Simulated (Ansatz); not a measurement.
Base system: BeO in the wurtzite structure (space group P6_3mc, No. 186; a = 2.712 Å, c = 4.405 Å). Axes: x lies along a and z along c of the hexagonal cell.

Method: plane-wave PAW DFT at the PBE level (Ansatz, a program for electronic structure, 420 eV), no SOC.

Perturbation: an isotropic linear strain of −1.29 %; the atoms relax in the strained cell.

Task: Predict the stress tensor and what it implies for the stiffness.

Result: Stress of the strained cell less that of the base (GPa, compression positive):
```
   8.77    0.00    0.00
   0.00    8.77    0.00
   0.00    0.00    8.75
```

Then B = −ΔP/(ΔV/V₀) with ΔV/V₀ = -0.0382 gives secant stiffness values (nonlinear terms included at this strain): B (at held cell shape, above the free-shape value) ≈ 229 GPa.

As a check, the harmonic strain energy −½ V₀ Δσ:ε is 7.4 meV/atom; the computed energy rise is 7.1 meV/atom.

Whether these cells are dynamically stable was not tested.
